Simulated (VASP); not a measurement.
# C in VASP: a series of runs, part 3 of 3

VASP 6.6.1.

**5. Molecular dynamics, PBE+D3(BJ)**

Input file INCAR:

```
SYSTEM = C
ALGO     = Normal         ! electronic algorithm
EDIFF    = 1E-5           ! SCF threshold, eV
ENCUT    = 520            ! plane-wave cutoff, eV
GGA      = PE             ! functional
IBRION   = 0              ! ionic algorithm
ISIF     = 2              ! what is computed and relaxed
ISMEAR   = -1             ! smearing method
ISYM     = 0            
IVDW     = 12             ! dispersion correction
LASPH    = .True.         ! aspherical terms in the spheres
LCHARG   = .True.         ! write CHGCAR
LREAL    = Auto         
LWAVE    = .False.        ! write WAVECAR
MDALGO   = 2            
NELM     = 100            ! most SCF steps
NELMIN   = 4            
NSW      = 40             ! ionic steps
POTIM    = 1.0            ! step
PREC     = Accurate       ! precision mode
RANDOM_SEED= 448317 0 0   
SIGMA    = 0.05           ! smearing width, eV
SMASS    = 0            
TEBEG    = 300.0        
TEEND    = 300.0
```

Input file KPOINTS:

```
k-points
0
Gamma
  2 2 1
  0 0 0
```

Input file POSCAR:

```
C
1.0
    7.3980000000      0.0000000000      0.0000000000
   -3.6990000000      6.4068560000      0.0000000000
    0.0000000000      0.0000000000     12.0000000000
C
18
Direct
    0.0000000000      0.0000000000      0.0833333300
    0.2222222200      0.1111111100      0.0833333300
    0.0000000000      0.3333333300      0.0833333300
    0.2222222200      0.4444444400      0.0833333300
    0.0000000000      0.6666666600      0.0833333300
    0.2222222200      0.7777777700      0.0833333300
    0.3333333300      0.0000000000      0.0833333300
    0.5555555600      0.1111111100      0.0833333300
    0.3333333300      0.3333333300      0.0833333300
    0.5555555600      0.4444444400      0.0833333300
    0.3333333300      0.6666666600      0.0833333300
    0.5555555500      0.7777777700      0.0833333300
    0.6666666700      0.0000000000      0.0833333300
    0.8888888900      0.1111111100      0.0833333300
    0.6666666700      0.3333333300      0.0833333300
    0.8888888900      0.4444444400      0.0833333300
    0.6666666700      0.6666666600      0.0833333300
    0.8888888900      0.7777777700      0.0833333300
```

Potentials or basis: VASP PAW PBE potentials, release 64 (C).

Command:

```bash
cat potpaw_PBE.64/C/POTCAR > POTCAR
mpirun -np 1 vasp_std > vasp.out
```

OUTCAR:

```text
SYSTEM = C
   EDIFF = 1E-5
   ENCUT = 520
   GGA = PE
   IBRION = 0
   ISIF = 2
   ISMEAR = -1
   ISYM = 0
   IVDW = 12
   LASPH = .True.
   LREAL = Auto
   NELM = 100
   NELMIN = 4
   NSW = 40
   POTIM = 1.0
   PREC = Accurate
   TEBEG = 300.0
 IVDW          = 12

 ion  position               nearest neighbor table
   1  0.000  0.000  0.083-   2 1.42  14 1.42  18 1.42
   2  0.222  0.111  0.083-   1 1.42   7 1.42   9 1.42
   3  0.000  0.333  0.083-   4 1.42  16 1.42  14 1.42
   4  0.222  0.444  0.083-   3 1.42   9 1.42  11 1.42
   5  0.000  0.667  0.083-   6 1.42  18 1.42  16 1.42
   6  0.222  0.778  0.083-   5 1.42  11 1.42   7 1.42
[... 10 lines left out ...]
  17  0.667  0.667  0.083-  18 1.42  10 1.42  12 1.42
  18  0.889  0.778  0.083-  17 1.42   5 1.42   1 1.42

IMPORTANT INFORMATION: All symmetrisations will be switched off!
NOSYMM: (Re-)initialisation of all symmetry stuff for point group C_1.

----------------------------------------------------------------------------------------

                                     Primitive cell

  volume of cell :     568.7750

  direct lattice vectors                    reciprocal lattice vectors
     7.398000000  0.000000000  0.000000000     0.135171668  0.078041398  0.000000000
    -3.699000000  6.406856000  0.000000000     0.000000000  0.156082796  0.000000000
     0.000000000  0.000000000 12.000000000     0.000000000  0.000000000  0.083333333

  length of vectors
     7.398000000  7.398000054 12.000000000     0.156082797  0.156082796  0.083333333

  position of ions in fractional coordinates (direct lattice)
     0.000000000  0.000000000  0.083333330
     0.222222220  0.111111110  0.083333330
     0.000000000  0.333333330  0.083333330
     0.222222220  0.444444440  0.083333330
     0.000000000  0.666666660  0.083333330
     0.222222220  0.777777770  0.083333330
[... 10 lines left out ...]
     0.666666670  0.666666660  0.083333330
     0.888888890  0.777777770  0.083333330

  ion indices of the primitive-cell ions
   primitive index   ion index
                 1           1
                 2           2
                 3           3
                 4           4
                 5           5
                 6           6
[... 10 lines left out ...]
                17          17
                18          18

----------------------------------------------------------------------------------------

 KPOINTS: k-points

Automatic generation of k-mesh.
 Grid dimensions read from file:
 generate k-points for:    2    2    1

 Generating k-lattice:

  Cartesian coordinates                     Fractional coordinates (reciprocal lattice)
     0.067585834  0.039020699  0.000000000     0.500000000  0.000000000  0.000000000
     0.000000000  0.078041398  0.000000000     0.000000000  0.500000000  0.000000000
     0.000000000  0.000000000  0.083333333     0.000000000  0.000000000  1.000000000

  Length of vectors
     0.078041399  0.078041398  0.083333333

  Shift w.r.t. Gamma in fractional coordinates (k-lattice)
     0.000000000  0.000000000  0.000000000

 Subroutine IBZKPT returns following result:
 ===========================================

 Found      4 irreducible k-points:

 Following reciprocal coordinates:
            Coordinates               Weight
  0.000000  0.000000  0.000000      1.000000
  0.500000  0.000000  0.000000      1.000000
  0.000000  0.500000  0.000000      1.000000
  0.500000  0.500000  0.000000      1.000000
   k-points           NKPTS =      4   k-points in BZ     NKDIM =      4   number of bands    NBANDS=     46
   number of dos      NEDOS =    301   number of ions     NIONS =     18
   total plane-waves  NPLWV = 282240
   dimension x,y,z NGX =    56 NGY =   56 NGZ =   90
   dimension x,y,z NGXF=   112 NGYF=  112 NGZF=  180
   ions per type =              18
   NGX,Y,Z   is equivalent  to a cutoff of  12.58, 12.58, 12.47 a.u.
   NGXF,Y,Z  is equivalent  to a cutoff of  25.17, 25.17, 24.94 a.u.
 SYSTEM =  C
   PREC   = accura    normal or accurate (medium, high low for compatibility)
   ISTART =      0    job   : 0-new  1-cont  2-samecut
   ICHARG =      2    charge: 1-file 2-atom 10-const
   ISPIN  =      1    spin polarized calculation?
   LNONCOLLINEAR =      F non collinear calculations
   LSORBIT =      F    spin-orbit coupling
   LASPH  =      T    aspherical Exc in radial PAW
   ENCUT  =  520.0 eV  38.22 Ry    6.18 a.u.  13.76 13.76 22.31*2*pi/ulx,y,z
   NELM   =    100;   NELMIN=  4; NELMDL= -5     # of ELM steps
   EDIFF  = 0.1E-04   stopping-criterion for ELM
   LREAL  =      T    real-space projection
   EDIFFG = 0.1E-03   stopping-criterion for IOM
   NSW    =     40    number of steps for IOM
   IBRION =      0    ionic relax: 0-MD 1-quasi-New 2-CG
   NFREE  =      0    steps in history (QN), initial steepest desc. (CG)
   ISIF   =      2    stress and relaxation
   ISYM   =      0    0-nonsym 1-usesym 2-fastsym
   POTIM  = 1.0000    time-step for ionic-motion
   TEBEG  =  300.0;   TEEND  = 300.0 temperature during run
   PSTRESS=    0.0 pullay stress
   NELECT =      72.0000    total number of electrons
   NUPDOWN=      -1.0000    fix difference up-down
   EMIN   =  10.00;   EMAX   =-10.00  energy-range for DOS
   EFERMI =   0.00;   METHOD = LEGACY
   ISMEAR =    -1;   SIGMA  =   0.05  broadening in eV -4-tet -1-fermi 0-gaus
   EFERMI_NEDOS =   21; number of points for ismear=-14 and -15
   IALGO  =     38    algorithm
   IMIX   =      4    mixing-type and parameters
     AMIX     =   0.40;   BMIX     =  1.00
     AMIX_MAG =   1.60;   BMIX_MAG =  1.00
  volume/ion in A,a.u.               =      31.60       213.24
  Fermi-wavevector in a.u.,A,eV,Ry     =   0.822001  1.553356  9.193253  0.675685
  Thomas-Fermi vector in A             =   1.933259
   LORBIT       =      0    0 simple, 1 ext, 2 COOP (PROOUT), +10 PAW based schemes
   GGA     = PE    functional components
   LHFCALC =     F    Hartree Fock is set to
   AEXX    =    0.0000 exact exchange contribution
   IVDW    =    12    specifies the selected vdW correction
   LEPSILON=     F    determine dielectric tensor
   LRPA    =     F    only Hartree local field effects (RPA)
 molecular dynamics for ions
 non-spin polarized calculation
  energy-cutoff  :      520.00
  volume of cell :      568.78
 maximum number of plane-waves:     15363
 NGX is ok and might be reduce to    56
   NGX = 27   NGY = 27   NGZ = 45

--------------------------------------- Ionic step        1  -------------------------------------------

 number of electron      72.0000001 magnetization

 Free energy of the ion-electron system (eV)
  ---------------------------------------------------
  ext. energy  EPLUGINS =         0.00000000
  ---------------------------------------------------
  free energy    TOTEN  =      -165.62817134 eV

  energy without entropy =     -165.55885662  energy(sigma->0) =     -165.59351398

------------------------ aborting loop because EDIFF is reached ----------------------------------------

 Edisp (eV)   -1.60185

 E8    (eV) :    -0.4992
[... 179 lines left out ...]
  ENERGY OF THE ELECTRON-ION-THERMOSTAT SYSTEM (eV)
  ---------------------------------------------------
% ion-electron   TOTEN  =      -167.127973  see above
  kinetic energy EKIN   =         0.559179
  kin. lattice  EKIN_LAT=         0.000000  (temperature  254.47 K)
  nose potential ES     =        -0.000649
  nose kinetic   EPS    =         0.000052
  ---------------------------------------------------
  total energy   ETOTAL =      -166.569390 eV

[... ionic steps 4 to 37 ...]

--------------------------------------- Ionic step       38  -------------------------------------------

 number of electron      71.9999997 magnetization

------------------------ aborting loop because EDIFF is reached ----------------------------------------
[... 127 lines left out ...]
--------------------------------------- Ionic step       40  -------------------------------------------

 number of electron      71.9999997 magnetization

 Free energy of the ion-electron system (eV)
  ---------------------------------------------------
  ext. energy  EPLUGINS =         0.00000000
  ---------------------------------------------------
  free energy    TOTEN  =      -164.34600416 eV

  energy without entropy =     -164.30053386  energy(sigma->0) =     -164.32326901

 E-fermi :  -1.7541     XC(G=0):  -3.5480

 val. band max:       -1.8128275849   @ k =   0.0000   0.0000   0.0000
 cond. band min:      -1.6968716003   @ k =   0.0000   0.0000   0.0000
 fundamental gap:      0.1159559846
 Fermi energy:        -1.7541273279

 k-point     1 :       0.0000    0.0000    0.0000
  band No.  band energies     occupation
      1     -21.3076      2.00000
      2     -19.1842      2.00000
      3     -18.8307      2.00000
      4     -18.7672      2.00000
      5     -18.4543      2.00000
      6     -18.4266      2.00000
[... 38 lines left out ...]
     45       3.0943      0.00000
     46       3.3922      0.00000

 k-point     2 :       0.5000    0.0000    0.0000
  band No.  band energies     occupation
      1     -20.7609      2.00000
      2     -20.5807      2.00000
      3     -19.2890      2.00000
      4     -19.2743      2.00000
      5     -17.1670      2.00000
      6     -16.9094      2.00000
[... 38 lines left out ...]
     45       3.5179      0.00000
     46       4.1661      0.00000

 k-point     3 :       0.0000    0.5000    0.0000
  band No.  band energies     occupation
      1     -20.8256      2.00000
      2     -20.4754      2.00000
      3     -19.3847      2.00000
      4     -19.2577      2.00000
      5     -17.0260      2.00000
      6     -16.8392      2.00000
[... 38 lines left out ...]
     45       3.5248      0.00000
     46       4.1529      0.00000

 k-point     4 :       0.5000    0.5000    0.0000
  band No.  band energies     occupation
      1     -20.7742      2.00000
      2     -20.5575      2.00000
      3     -19.3456      2.00000
      4     -19.2445      2.00000
      5     -17.0675      2.00000
      6     -16.8430      2.00000
[... 93 lines left out ...]
  ENERGY OF THE ELECTRON-ION-THERMOSTAT SYSTEM (eV)
  ---------------------------------------------------
% ion-electron   TOTEN  =      -165.940208  see above
  kinetic energy EKIN   =         0.448162
  kin. lattice  EKIN_LAT=         0.000000  (temperature  203.95 K)
  nose potential ES     =        -1.260113
  nose kinetic   EPS    =         0.183362
  ---------------------------------------------------
  total energy   ETOTAL =      -166.568796 eV
```

Run time: 16 min. Hardware: 1 thread of Intel Xeon 6975P-C (Granite Rapids), shared host; peak memory 0.78 GiB.

What came out:

| Quantity | Value |
| --- | --- |
| Dispersion energy per atom | -0.089 eV |

The path:
```csv
step,potential energy change (eV),largest force (eV/Å),pressure (GPa),volume (Å³),temperature (K)
1,0.0000,0.0106,0.19,568.78,300
2,0.0271,0.6797,0.20,568.78,288
3,0.1021,1.3297,0.23,568.78,254
4,0.2089,1.9083,0.27,568.78,208
5,0.3258,2.3668,0.30,568.78,157
6,0.4309,2.6819,0.34,568.78,113
7,0.5071,2.8282,0.35,568.78,82
8,0.5452,2.7886,0.35,568.78,69
9,0.5450,2.5771,0.34,568.78,74
10,0.5144,2.2781,0.32,568.78,96
11,0.4674,2.1327,0.29,568.78,129
12,0.4201,2.0131,0.27,568.78,169
13,0.3874,2.0722,0.26,568.78,210
14,0.3793,2.1265,0.26,568.78,246
15,0.3989,2.3576,0.28,568.78,275
16,0.4412,2.6205,0.31,568.78,299
17,0.4953,3.0049,0.35,568.78,321
18,0.5484,3.3650,0.38,568.78,346
19,0.5925,3.5221,0.39,568.78,378
20,0.6291,3.4486,0.39,568.78,414
21,0.6710,3.3864,0.39,568.78,449
22,0.7377,3.2250,0.39,568.78,471
23,0.8469,2.9754,0.41,568.78,468
24,1.0031,3.5967,0.45,568.78,436
25,1.1904,4.2979,0.51,568.78,382
26,1.3732,4.9112,0.56,568.78,324
27,1.5064,5.2825,0.59,568.78,284
28,1.5504,5.3219,0.58,568.78,282
29,1.4877,4.9930,0.53,568.78,331
30,1.3314,4.5761,0.44,568.78,424
31,1.1233,4.0093,0.32,568.78,541
32,0.9219,3.3836,0.21,568.78,649
33,0.7829,2.7835,0.12,568.78,712
34,0.7393,2.7078,0.08,568.78,709
35,0.7921,3.0444,0.09,568.78,641
36,0.9137,3.8312,0.13,568.78,532
37,1.0610,4.5795,0.19,568.78,412
38,1.1916,5.1043,0.24,568.78,309
39,1.2733,5.3079,0.28,568.78,238
40,1.2898,5.1606,0.29,568.78,204
```

Caveat: the k mesh is coarse (spacing up to 0.49 Å⁻¹), so the values aren't converged.
